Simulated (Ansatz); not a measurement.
The system is Eu.

```xyz
1
Lattice="-2.3030 2.3030 2.3030 2.3030 -2.3030 2.3030 2.3030 2.3030 -2.3030" Properties=species:S:1:pos:R:3 pbc="T T T"
Eu    0.0000    0.0000    0.0000
```

| Item | Value |
| --- | --- |
| Program | Ansatz 0.2.0 |
| Task | single point |
| Functional | PBEsol |
| Potentials or basis | Ansatz PAW |
| Cutoff | 420 eV (not typed: the program's choice for these potentials) |
| k mesh | 8 × 8 × 8 |
| Occupations | fermi-dirac, width 0.05 eV |
| Spin | collinear spin, ferromagnetic start |
| Starting moments | [7.0] μB |

On this cell: pressure -2.6 GPa; net moment 7.37 μB per cell; site moments Eu +7.10 μB; band gap on the k mesh none (metal or under the smearing width).

The same run follows on a disturbed copy (cell strained at random at fixed volume):

```
Eu
1.0
    -2.34230    2.25988    2.31282
     2.30890   -2.28395    2.30349
     2.34614    2.28779   -2.33690
Eu
1
Direct
  0.98114 0.99755 0.99126
```

What does the disturbed cell give?

The energy (extrapolated to zero smearing) moves by +0.6 meV/atom; pressure -2.6 GPa; net moment 7.37 μB per cell; site moments Eu +7.09 μB; band gap on the k mesh none (metal or under the smearing width).

Stress tensor (GPa, compression positive):
```
-2.59 -0.01  0.17
-0.01 -2.53  0.13
 0.17  0.13 -2.58
```

Caveats: spin-orbit coupling is left out, which moves the levels of the heavy elements; the PAW data sets come from PBE, with cores solved anew for the run's functional, which leaves a small shift of forces and pressure.
